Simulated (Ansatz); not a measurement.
**Cold compression of P (A7 type)**

```yaml
crystal:
  lattice:
    - [1.74066, -1.00497, 3.06851]
    - [0.00000, 2.00994, 3.06851]
    - [-1.74066, -1.00497, 3.06851]
  atoms:
    - { symbol: P, position: [0.22935, 0.22935, 0.22935] }
    - { symbol: P, position: [0.77065, 0.77065, 0.77065] }
```

The cell comes from a relaxation on PAW files under the same functional, begun from a prototype that needn't be the stable phase.

Its volume is scaled, and at each volume shape and atoms are relaxed on PAW files; all methods then take that cell.

All numbers are PBE results (scalar-relativistic) from Ansatz 0.2.0, with a Γ-centred 15×15×15 k mesh, Fermi–Dirac smearing of 0.05 eV, no spin polarisation. Methods: LAPW: all electrons, basis error target 1 meV/atom; PAW: frozen-core files, cutoff 420 eV; norm-conserving: pseudopotentials, cutoff 599 eV.

Energies are extrapolated to zero smearing and count from the unscaled cell; pressure is positive in compression; gaps take the mesh and a band path. No temperature or zero-point motion is included.

| V/V0 | V (Å³/atom) | P LAPW (GPa) | ΔE LAPW (eV/atom) | P PAW − LAPW (GPa) | ΔE PAW − LAPW (meV/atom) | space group | shortest distance (Å) |
| --- | --- | --- | --- | --- | --- | --- | --- |
| 1.00 | 16.10 | 0.02 | 0.000 | -0.03 | 0.0 | R-3m | 2.318 |
| 0.95 | 15.30 | 2.95 | 0.008 | -0.04 | -0.4 | R-3m | 2.308 |
| 0.85 | 13.69 | ? | 0.071 | -0.05 | -1.6 | R-3m | 2.317 |

Problem. What belongs in the row "0.85", column "P LAPW (GPa)"?

Solution. 10.25.

Problem. At the smallest volume, how far does norm-conserving lie from LAPW in pressure?

Solution. norm-conserving: +0.13 GPa, on a LAPW pressure of 10.25 GPa.

Problem. How do the Löwdin populations by LAPW change from the unscaled cell to the last row?

Solution. P 3s 1.66 → 1.58, P 3p 3.27 → 3.34 electrons an atom. These are projections on the shells that the free atoms fill; 0.14 e a cell lies outside them at the start and 0.18 e at the end.
